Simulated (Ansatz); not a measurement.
**TaN under changes of volume**

One of the cells (10.776 Å³/atom); the others are scaled copies at fixed shape and fractional positions:

```xyz
2
Lattice="2.9380 0.0000 0.0000 -1.4690 2.5444 0.0000 0.0000 0.0000 2.8830" Properties=species:S:1:pos:R:3 pbc="T T T"
Ta    0.0000    0.0000    1.4415
N     1.4690    0.8481    0.0000
```

```yaml
Program: Ansatz 0.2.0
Functional: PBEsol
Potentials_or_basis: Ansatz PAW
Cutoff: "420 eV (not typed: the program's choice for these potentials)"
k_mesh: 10 × 10 × 9
Occupations: fermi-dirac, width 0.05 eV
Spin: no spin polarisation
```

| volume (Å³/atom) | energy over the lowest point (meV/atom) | pressure (GPa) |
| --- | --- | --- |
| 10.129 | 28.45 | 19.4 |
| 10.345 | 8.48 | 10.4 |
| 10.560 | 0.00 | 2.4 |
| 10.776 | ? | ? |
| 10.991 | 12.76 | -11.4 |
| 11.207 | 32.03 | -17.2 |
| 11.422 | 58.73 | -22.4 |

Problem. What does the run at 10.776 Å³/atom give?

Solution. Energy over the lowest point 1.75 meV/atom; pressure -4.9 GPa.

Worked out: A Birch-Murnaghan fit of order 3 (a polynomial in V^(-2/3)) to the other rows has its minimum at 10.63 Å³/atom with B0 = V·E''(V) = 363 GPa and B' = 4.3 at fixed shape and positions, which overstates the stiffness. It gives 1.78 meV/atom at 10.776 Å³/atom, against the run's 1.75, and -dE/dV = -4.9 GPa, against -4.9.

Energies are extrapolated to zero smearing.

Caveats: the PAW data sets come from PBE, with cores solved anew for the run's functional, which leaves a small shift of forces and pressure.
